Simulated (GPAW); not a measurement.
Ge, 2 atoms in the cell. Symmetry: Fd-3m, No. 227, cubic system. Conventional cell: a = 5.658 Å, b = 5.658 Å, c = 5.658 Å, α = 90.00°, β = 90.00°, γ = 90.00°. Around Ge (site symmetry -43m) lie 4 Ge at 2.45 Å. 

| Property | Result |
| --- | --- |
| Program | GPAW 26.7.0 |
| Task | equation of state |
| Functional | LDA |
| Potentials or basis | PAW data sets generated in the run's folder for this functional |
| Cutoff | 600 eV |
| Basis | pw |
| k mesh | 8 × 8 × 8 |
| Occupations | fermi-dirac, width 0.05 eV |
| Spin | no spin polarisation |
| Maxiter | 150 |
| Eos scales | [0.94, 0.96, 0.98, 1.0, 1.02, 1.04, 1.06] |

Potentials or basis: PAW data sets generated in the run's folder for this functional, pw.

Run with:

```sh
$ gpaw-setup -f LDA Ge
$ OMP_NUM_THREADS=1 python run.py
```

Hardware: 1 thread of Intel(R) Xeon(R) 6975P-C (Granite Rapids) (shared host).

**Question.** Estimate the wall time of this run.

**Answer.** Wall time 32 s on 1 thread of Intel(R) Xeon(R) 6975P-C (Granite Rapids), with other jobs on the host, peak memory 0.23 GiB. Counts: scf iterations 59, plane waves 1433, bands 11, k points 29.
